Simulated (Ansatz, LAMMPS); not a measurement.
# Amorphous Al2O3 at 2.87 g/cm^3 (90 atoms): geometry optimisation, part 4 of 4

Wanted: the relaxed structure of amorphous Al2O3 at 2.87 g/cm^3 (90 atoms) and its electronic structure.

Ansatz 0.2.0; Kohn-Sham DFT, PBE, PAW (set soft_2), plane waves.

The cell: 36 Al and 54 O. The quench rate of 50 K/ps is many orders above laboratory rates. The network of bonds at the start is that of the classical potential that made the cell. Only the Γ point is sampled in the main run, in a cell whose shortest periodic width is 10 Å.

So far. Step 4 (Relaxation): The relaxation changed the energy by -15.0 meV/atom, and atoms moved by 0.11 Å r.m.s., 0.34 Å at most. Step 7 (K-mesh 2×2×2): Forces differ from those of the single point at the relaxed geometry by 4.6 meV/Å r.m.s.; the energy by -1.9 meV/atom and the pressure by +0.042 GPa. It took 2.3 min and 9 cycles; the reference's time can't be set against it, since the two runs asked for unlike analyses.

## 8. Functional HSE06

HSE06 mixes in a quarter of exact exchange at short range, which counters self-interaction, at a higher cost.

This step: Kohn-Sham DFT, HSE06, PAW (set soft_2), plane waves (Ansatz 0.2.0).

input.yaml reads:

```yaml
crystal:
  lattice:
    - [10.2057, 0.0, 0.0]
    - [0.0, 10.2057, 0.0]
    - [0.0, 0.0, 10.2057]
  atoms:
    [... the 90 atom lines of step 6 ...]
kpoints:
  mp_grid: { grid: [1, 1, 1] }
hamiltonian:
  xc: hse06
scf:
  occupations: { method: fermi_dirac, width: 0.025 }
output:
  forces: true
  stress: true
  populations: true
  dos:
    method: { smearing: { sigma: 0.08 } }
    de: 0.05
    projected: { site_lists: { Al: [Al], O: [O] } }
  eigenvalues: true
```

On the command line:

```console
$ ansatz run input.yaml --threads 4 --pin off --max-ram 8192MiB --backend cpu --events-out ev --progress --plain --runs-dir out
```

Numbers of over 12 decimals in the logs are rounded to 6 here.

The program printed:

```text
Warning: output.stress: scf.convergence.dr2_threshold = 1e-7 eV (the SCF's general default) is looser than the 1.6e-9 eV advised for a printed stress (1e-10 eV for each atom of the cell: 90, of which 16 are counted). What an SCF threshold leaves in a stress goes as its square root, and in the free energy as the threshold itself, and one threshold admits the most on a small cell: [...]
Warning: output.stress: scf.exx.energy_threshold = 1e-6 eV is looser than the 1.6e-7 eV advised for a stress under a hybrid functional (1e-8 eV for each atom of the cell: 90, of which 16 are counted). Every SCF of the exchange loop can meet its threshold on dr2 while the loop round them stops early: [...]
exact exchange: scf.exx.singularity resolves to wigner_seitz, which cuts the screened interaction at the faces of the exchange supercell's Wigner-Seitz cell, so that each pair interacts once, at the shortest of its separations (the periodic images that this leaves out come, [...]
[...]
Crystal: 90 atoms, lattice volume = 1062.988 Å³
Basis set: ecut = 420 eV, 20719 PW (Γ), exchange–correlation on 144×144×144 points (8 copies of the dense FFT grid, shifted against one another)
Bands: 306, of which v1, the nominal top of the filled ones, is band 216 counted from 1 (215 counted from 0)
Symmetry: 1 space group operations
[...]
k-points: 1
[...]
SCF iter   1: F=—  HF=-50114.546826 eV  |F-HF|=—  |Δ(HF+E_count)|=         —  Δρ=2.25e-3  dr2=6.24e-2  ethr=1.77e-3  ⟨swp⟩=13.0  Hψ=1777  notcnv=0
[...]
SCF iter   4: F=-50114.572613 eV  HF=-50114.572561 eV  |F-HF|=5.23e-5  |Δ(HF+E_count)|=   3.12e-3  Δρ=2.68e-4  dr2=4.87e-4  ethr=4.94e-7  ⟨swp⟩=4.0  Hψ=725  notcnv=0  defer=7
SCF 1 stopped early in 4 iterations: F = -50114.572613 eV  dr2 = 4.87e-4
[...]
Exchange kernel: α = 0.2500, screened, ω = 0.2079 Å⁻¹, Wigner–Seitz truncation, v(0) = 915.5373 eV·Å³, q-mesh 1×1×1, nearest image of the exchange supercell L = 10.21 Å, pair-density grid 50×50×50, without the augmentation charges, whose exchange is taken in its separable form (sized by the pseudopotential files, [...]
Frozen-core exchange: fock
SCF iter   1: F=—  HF=-50123.411192 eV  |F-HF|=—  |Δ(HF+E_count)|=         —  Δρ=6.70e-3  dr2=3.87e-1  ethr=1.13e-6  ⟨swp⟩=19.0  Hψ=1776  notcnv=0
[...]
SCF iter   6: F=—  HF=-50123.416196 eV  |F-HF|=—  |Δ(HF+E_count)|=   1.81e-4  Δρ=9.38e-5  dr2=1.03e-4  ethr=1.15e-7  ⟨swp⟩=4.0  Hψ=699  notcnv=0
SCF iter   7: F=-50123.416174 eV  HF=-50123.416171 eV  |F-HF|=2.93e-6  |Δ(HF+E_count)|=   2.50e-5  Δρ=2.41e-5  dr2=3.04e-5  ethr=1.75e-8  ⟨swp⟩=4.0  Hψ=663  notcnv=0
SCF 2 stopped early in 7 iterations: F = -50123.416174 eV  dr2 = 3.04e-5
  Residual-converged pass: ⟨swp⟩=4.0  Hψ=818  notcnv=0  max |occ|·‖R‖ = 5.1e-6 eV (tolerance 6.7e-6 eV)  dr2=3.07e-5  dr2_onsite=7.24e-7  max |Δocc| = 0.0e0
[...]
hybrid outer 1: dexx = +1.624e-1 eV, tail = 1.59e-4 eV
[...]
Frozen-core exchange: fock
SCF iter   1: F=—  HF=-50123.414896 eV  |F-HF|=—  |Δ(HF+E_count)|=         —  Δρ=3.14e-5  dr2=7.01e-6  ethr=1.84e-7  ⟨swp⟩=20.0  Hψ=1018  notcnv=1
[...]
SCF iter   4: F=-50123.414898 eV  HF=-50123.414898 eV  |F-HF|=7.13e-10  |Δ(HF+E_count)|=   3.51e-8  Δρ=8.68e-7  dr2=4.63e-9  ethr=3.25e-11  ⟨swp⟩=6.0  Hψ=730  notcnv=0  defer=16
SCF 3 converged in 4 iterations: F = -50123.414898 eV  dr2 = 4.63e-9
[...]
hybrid outer 2: dexx = +1.222e-6 eV, tail = 3.24e-8 eV, Δε = 8.09e-4 eV (about 1.22e-5 eV left of the loop's levels), ΔF = 2.45e-3 eV/Å (tail 1.67e-4)
hybrid SCF converged: 2 outer / 11 inner (+4 warm-up), last move |dexx| = 1.22e-6 eV, tail = 3.24e-8 eV
Stability not checked: this state was not tested for a lower state beside it, because the functional holds exact exchange (a hybrid, or Hartree-Fock), whose exchange loop this test does not read (fock_operator; see scf.lower_state_search)
Free energy (F): -50123.414898 eV
Frozen-core exchange: fock
[...]
Internal energy: -50123.414898 eV  (E = F + TS)
E sigma→0 (E₀):  -50123.414898 eV
Fermi energy:    5.712001 eV
[...]
Σ components = -50123.414898   (vs F -50123.414898, Δ=0.00e0)
--- Forces (eV/Å), atoms counted from 1 ---
  atom   1  Al    -0.01802266     0.04153090    -0.02927762
  atom   2  Al    -0.06891076    -0.09441338    -0.05527883
  atom   3  Al     0.15643580     0.04144133     0.05957262
  atom   4  Al    -0.11162887     0.00991214    -0.07797773
[...]
atom  90  O     -0.18396873    -0.11606865    -0.03196023
  max |Σ_I F_I| component: 7.27e-5 eV/Å
--- Stress (GPa, compression-positive) ---
       -9.547228       1.175361       2.382616
        1.175385      -8.943390      -0.000850
        2.382624      -0.000859      -7.252258
  P = ⅓ Tr σ = -8.5810 GPa (-85.810 kbar)
--- Band table (eV) ---
[...]
--- Löwdin populations: 90 sites ---
  site symbol       q [e]
     0     Al      1.6067
     1     Al      1.5976
     2     Al      1.6000
[...]
89      O      6.8660
  spilling = 0.008786 (of n_electrons = 432.000000)
```

Wall time 3.4 min (4 threads of Arm Neoverse V1, shared host); peak memory 2.8 GiB; 13 min of CPU time.

The program notes that the exchange threshold is loose for the stress and the SCF threshold is loose for the stress.

Geometry and reference: those of the single point at the relaxed geometry.

Forces differ from those of the single point at the relaxed geometry by 89 meV/Å r.m.s.; the pressure by -5.3 GPa and the gap by +1.7 eV. It took 3.4 min and 15 cycles; the reference's time can't be set against it, since the two runs asked for unlike analyses.

The run gave:

```yaml
free_energy: -50123.4149 eV
free_energy_per_atom: -556.9268 eV/atom
scf_cycles: 15
pressure: -8.581 GPa
r_m_s_force_component: 0.08911 eV/Å
longest_force: 0.3974 eV/Å
fermi_energy: 5.712 eV
spacing_of_highest_filled_and_lowest_empty_level: 5.129 eV
spilling_of_the_projection: 0.008786
```

Length of the force by element and coordination:

```csv
element,coordination,atoms,mean length of the force (eV/Å),spread,least,most
Al,all,36,0.0934,0.036,0.0358,0.172
Al,4,28,0.0973,0.0382,0.0397,0.172
Al,5,8,0.08,0.022,0.0358,0.110
O,all,54,0.162,0.0831,0.0315,0.397
O,2,10,0.220,0.103,0.0889,0.397
O,3,44,0.148,0.0717,0.0315,0.344
```

Löwdin charges by element and coordination (they lack the spilled electrons, 0.042 e an atom on average):

```csv
element,coordination,atoms,mean charge (e),spread,least,most
Al,all,36,1.41,0.0206,1.36,1.45
Al,4,28,1.42,0.0171,1.38,1.45
Al,5,8,1.39,0.0141,1.36,1.41
O,all,54,-0.869,0.0168,-0.912,-0.841
O,2,10,-0.898,0.0114,-0.912,-0.874
O,3,44,-0.863,0.0092,-0.880,-0.841
```

States in the cell by windows of 1 eV, zero at the Fermi level; the larger projections on atomic orbitals stand beside the total:

```csv
from (eV),to (eV),total,O p,Al p,Al s
-10,-9,16.2,12.2,0.9,2.8
-9,-8,32.1,24.5,2.5,4.2
-8,-7,42.9,34.0,5.6,2.1
-7,-6,51.4,43.2,5.9,1.1
-6,-5,57.8,51.7,4.4,0.5
-5,-4,60.2,56.6,2.1,0.2
-4,-3,50.1,47.8,1.3,0.1
-3,-2,13.3,12.7,0.3,0.0
-2,2,0.0,0.0,0.0,0.0
2,3,2.0,0.0,0.1,1.3
3,4,0.0,0.0,0.0,0.0
4,5,8.0,1.1,3.0,1.8
```

Between -23 and -10 eV lie 108 more states.

The levels nearest the highest filled one (over half full), pooled over k-points and spins:

```csv
level less the highest filled one (eV),occupation
-0.362,2
-0.358,2
-0.295,2
-0.133,2
-0.0644,2
0,2
5.13,0
7.25,0
7.32,0
7.40,0
7.48,0
7.66,0
```

## 9. Functional r2SCAN (500 eV)

The meta-GGA r2SCAN uses the kinetic energy density as well as the density and its gradient. Besides, the cutoff goes from 420 to 500 eV.

This step: Kohn-Sham DFT, r2SCAN, PAW (set soft_2), plane waves (Ansatz 0.2.0).

Changes to input.yaml since step 8:

```diff
@@ -10,3 +10,3 @@
 hamiltonian:
-  xc: hse06
+  xc: r2scan
 scf:
```

The program printed:

```text
[...]
Crystal: 90 atoms, lattice volume = 1062.988 Å³
Basis set: ecut = 500 eV, 27081 PW (Γ), exchange–correlation on 300×300×300 points (64 copies of the dense FFT grid, shifted against one another)
Bands: 306, of which v1, the nominal top of the filled ones, is band 216 counted from 1 (215 counted from 0)
Symmetry: 1 space group operations
[...]
k-points: 1
[...]
SCF iter   1: F=—  HF=-50295.928125 eV  |F-HF|=—  |Δ(HF+E_count)|=         —  Δρ=7.66e-3  dr2=6.94e-1  dr2_τ=5.06e0  ethr=1.77e-3  ⟨swp⟩=6.0  Hψ=1368  notcnv=0  defer=35
[...]
SCF iter   8: F=—  HF=-50298.809861 eV  |F-HF|=—  |Δ(HF+E_count)|=   3.26e-7  Δρ=5.63e-6  dr2=4.17e-7  dr2_τ=2.34e-8  ethr=5.50e-10  ⟨swp⟩=2.0  Hψ=436  notcnv=0  defer=83
SCF iter   9: F=-50298.809861 eV  HF=-50298.809861 eV  |F-HF|=3.46e-9  |Δ(HF+E_count)|=   6.10e-8  Δρ=1.93e-6  dr2=3.88e-8  dr2_τ=3.27e-9  ethr=2.31e-11  ⟨swp⟩=14.0  Hψ=1871  notcnv=0
SCF 1 converged in 9 iterations: F = -50298.809861 eV  dr2 = 3.88e-8
[...]
SCF converged after 9 iterations
Free energy (F): -50298.809861 eV
[...]
Internal energy: -50298.809861 eV  (E = F + TS)
E sigma→0 (E₀):  -50298.809861 eV
Fermi energy:    6.033484 eV
[...]
Σ components = -50298.809861   (vs F -50298.809861, Δ=0.00e0)
--- Forces (eV/Å), atoms counted from 1 ---
  atom   1  Al     0.00265966     0.00549144    -0.00217632
  atom   2  Al    -0.04598478    -0.04858075    -0.04111308
  atom   3  Al     0.12597315     0.02070939     0.02517233
  atom   4  Al    -0.08668346     0.00567162    -0.04531094
[...]
atom  90  O     -0.14857072    -0.08804560    -0.03332042
  max |Σ_I F_I| component: 4.38e-4 eV/Å
--- Stress (GPa, compression-positive) ---
       -9.242918       1.255167       2.351843
        1.255172      -8.671556       0.087063
        2.351808       0.087059      -7.082306
  P = ⅓ Tr σ = -8.3323 GPa (-83.323 kbar)
--- Band table (eV) ---
[...]
--- Löwdin populations: 90 sites ---
  site symbol       q [e]
     0     Al      1.6077
     1     Al      1.5984
     2     Al      1.6009
[...]
89      O      6.8688
  spilling = 0.008681 (of n_electrons = 432.000000)
```

Elapsed: 38 s, on 4 threads; peak memory 2.5 GiB; 2.5 min of CPU time.

Geometry and reference: those of the single point at the relaxed geometry.

Forces differ from those of the single point at the relaxed geometry by 68 meV/Å r.m.s.; the pressure by -5.1 GPa and the gap by +0.65 eV. It took 38 s and 9 cycles; the reference's time can't be set against it, since the two runs asked for unlike analyses.

## 10. Functional PBEsol

PBEsol restores the gradient expansion of exchange for slowly varying densities and usually gives shorter bonds in solids than PBE.

This step: Kohn-Sham DFT, PBEsol, PAW (set soft_2), plane waves (Ansatz 0.2.0).

Changes to input.yaml since step 9:

```diff
@@ -10,3 +10,3 @@
 hamiltonian:
-  xc: r2scan
+  xc: pbesol
 scf:
```

The program printed:

```text
[...]
Crystal: 90 atoms, lattice volume = 1062.988 Å³
Basis set: ecut = 420 eV, 20719 PW (Γ), exchange–correlation on 144×144×144 points (8 copies of the dense FFT grid, shifted against one another)
Bands: 306, of which v1, the nominal top of the filled ones, is band 216 counted from 1 (215 counted from 0)
Symmetry: 1 space group operations
[...]
k-points: 1
[...]
SCF iter   1: F=—  HF=-49291.909465 eV  |F-HF|=—  |Δ(HF+E_count)|=         —  Δρ=1.27e-2  dr2=1.40e0  ethr=1.77e-3  ⟨swp⟩=6.0  Hψ=1361  notcnv=0  defer=37
[...]
SCF iter   9: F=—  HF=-49291.507961 eV  |F-HF|=—  |Δ(HF+E_count)|=   5.22e-7  Δρ=3.53e-6  dr2=1.17e-7  ethr=2.31e-11  ⟨swp⟩=14.0  Hψ=1867  notcnv=0
SCF iter  10: F=-49291.507961 eV  HF=-49291.507961 eV  |F-HF|=1.39e-8  |Δ(HF+E_count)|=   2.81e-8  Δρ=9.90e-7  dr2=1.38e-8  ethr=2.31e-11  ⟨swp⟩=5.0  Hψ=1028  notcnv=0
SCF 1 converged in 10 iterations: F = -49291.507961 eV  dr2 = 1.38e-8
[...]
SCF converged after 10 iterations
Free energy (F): -49291.507961 eV
[...]
Internal energy: -49291.507961 eV  (E = F + TS)
E sigma→0 (E₀):  -49291.507961 eV
Fermi energy:    5.934758 eV
[...]
Σ components = -49291.507961   (vs F -49291.507961, Δ=0.00e0)
--- Forces (eV/Å), atoms counted from 1 ---
  atom   1  Al    -0.00702266     0.00264692    -0.01283767
  atom   2  Al    -0.00431460    -0.00374032    -0.01022118
  atom   3  Al    -0.00254612    -0.00933681    -0.01372712
  atom   4  Al    -0.00223423    -0.03813256     0.00286869
[...]
atom  90  O     -0.07676843    -0.04614482    -0.02398093
  max |Σ_I F_I| component: 4.33e-5 eV/Å
--- Stress (GPa, compression-positive) ---
       -7.252481       1.181152       2.180448
        1.181174      -6.870501       0.149590
        2.180455       0.149582      -5.600041
  P = ⅓ Tr σ = -6.5743 GPa (-65.743 kbar)
--- Band table (eV) ---
[...]
--- Löwdin populations: 90 sites ---
  site symbol       q [e]
     0     Al      1.6850
     1     Al      1.6782
     2     Al      1.6831
[...]
89      O      6.8155
  spilling = 0.008571 (of n_electrons = 432.000000)
```

It took 16 s on 4 threads; peak memory 1.2 GiB.

Geometry and reference: those of the single point at the relaxed geometry.

Forces differ from those of the single point at the relaxed geometry by 32 meV/Å r.m.s.; the pressure by -3.3 GPa and the gap by -0.11 eV.

## 11. The ladder side by side

Differences are against the single point at the relaxed geometry (Kohn-Sham DFT, PBE, PAW (set soft_2), plane waves), whose r.m.s. force component is 0.0059 eV/Å. Energies are set beside the reference only for runs with its functional, potentials and electron count. Times are for 4 threads of Arm Neoverse V1, shared host. The reference's time includes grids, which some other runs skip.

```csv
run,"Δ force, r.m.s. (meV/Å)",Δ energy (meV/atom),Δ pressure (GPa),Δ gap (eV),cycles,time,host memory (GiB)
reference,-,-,-,-,9,16 s,1.2
k-mesh 2×2×2,4.65,-1.89,0.042,5.0e-4,9,2.3 min,6.3
functional HSE06,89.4,-,-5.31,1.68,15,3.4 min,2.8
functional r2SCAN (500 eV),68.5,-,-5.07,0.646,9,38 s,2.5
functional PBEsol,31.5,-,-3.31,-0.106,10,16 s,1.2
```

## 12. Results

```json
{
  "energy change in the relaxation": "-14.96 meV/atom",
  "r.m.s. displacement": "0.11 Å",
  "largest displacement": "0.337 Å",
  "free energy per atom": "-556.8284 eV/atom",
  "pressure": "-3.267 GPa",
  "r.m.s. force component": "0.0059 eV/Å",
  "gap (highest filled to lowest empty level)": "3.448 eV",
  "wall time of the 7 DFT runs": "7.7 min"
}
```

In words: Relaxation lowers the energy by 15.0 meV/atom and moves atoms by 0.11 Å r.m.s.; the r.m.s. force component goes from 0.35 to 0.0059 eV/Å. By the final cutoffs 0 of 150 bonded pairs parted and 2 joined. First to last step the energy falls by 1.346 eV; the largest move, 0.34 Å, is that of O53. The O-Al bonds go from 1.817 Å (spread 0.087) to 1.830 Å (spread 0.070), and their number from 150 to 152. With the cutoffs above, 78 % of Al atoms have 4 and 81 % of O atoms have 3 bonded neighbours. 18 % of the oxygens bridge two formers (Al) and 0 % are non-bridging; 82 % join three. The highest filled and lowest empty levels differ by 3.45 eV (at Γ alone); a semilocal functional tends to put such gaps too low. In a disordered cell it changes from sample to sample, and tail or defect levels can set it.

Among the changes of functional, dispersion, potentials or spin set against this reference, functional HSE06 moves the forces most, by 89 meV/Å r.m.s. The gap changes by +1.68 eV with HSE06.

What to keep in mind: The network of bonds at the start is that of the classical potential that made the cell; in DFT 0 of its 150 bonded pairs passed out of the cutoffs and 2 came within them. The pressure of -3.3 GPa means that a free cell would contract at this level.

Calculation beside experiment:

```csv
quantity,measured,this cell,difference,method of the measurement
number of O about Al,4.73,4.22,-10.7 %,27Al MAS NMR
```

The cell differs from the measured neighbour counts by up to 10.7 %. The network comes from the model that made the cell; in DFT 0 of its 150 bonded pairs passed out of the cutoffs and 2 came within them. Our coordination numbers hang on a cutoff, and experiments count neighbours in their own ways.

[Logs are printed without paths, hosts, clocks, repeated set-up lines and the standing remarks that a program may print on its own settings, such as how far it seeks lower states.]

[Hosts, paths, dates, database ids (printed as entryN), source tags and the programs' standing remarks are cut or masked in the printed files.]
